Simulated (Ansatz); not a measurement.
Input of an Ansatz 0.2.0 run:

input.yaml

```yaml
crystal:
  lattice:
    - [4.3, 0.0, 0.0]
    - [-2.15, 3.7239092363, 0.0]
    - [0.0, 0.0, 7.02]
  atoms:
    - { symbol: Cd, position: [0.6666666667, 0.3333333333, 0.5] }
    - { symbol: Cd, position: [0.3333333333, 0.6666666667, 0.0] }
    - { symbol: Se, position: [0.6666666667, 0.3333333333, 0.885] }
    - { symbol: Se, position: [0.3333333333, 0.6666666667, 0.385] }
hamiltonian:
  xc: pbe
  pseudopotentials: { kind: paw }
kpoints:
  mp_grid: { grid: [7, 7, 4] }
scf:
  occupations: { method: gaussian, width: 0.012 }
output:
  forces: true
  stress: true
  eigenvalues: true
```

Potentials or basis: Ansatz PAW.

The run is started by

```console
$ ansatz run input.yaml --threads 2 --pin off --max-ram 5632MiB --backend cpu --events-out ev --progress --plain --runs-dir out
```

Problem. Estimate the pressure.

Solution. 3.0 GPa.

Problem. What does it give for the largest force?

Solution. 0.282 eV/Å.

Problem. Predict the band gap on the k mesh.

Solution. 0.70 eV, direct.

Stress tensor (GPa, compression positive):
```
3.69 0.00 0.00
0.00 3.69 0.00
0.00 0.00 1.66
```

Caveat: odd divisions of the mesh miss points on the zone boundary, where band edges often lie, so the gap on the mesh can be too wide.

**What was measured.**

From a printed reference work, data compilation, for a bulk crystal of CdSe at 2 K: band gap 1.841 eV.

Against the measured gap of CdSe, 1.841 eV (2 K; a printed reference work, data compilation), the calculated 0.70 eV is off by -1.14 eV. So large a miss can be the level of theory's own, or it may mean another phase, state or a wrong row. Spin-orbit coupling on Cd, Se is left out. The value is that of PBE, without temperature or zero-point motion. Semilocal functionals fall short of measured gaps as a rule.
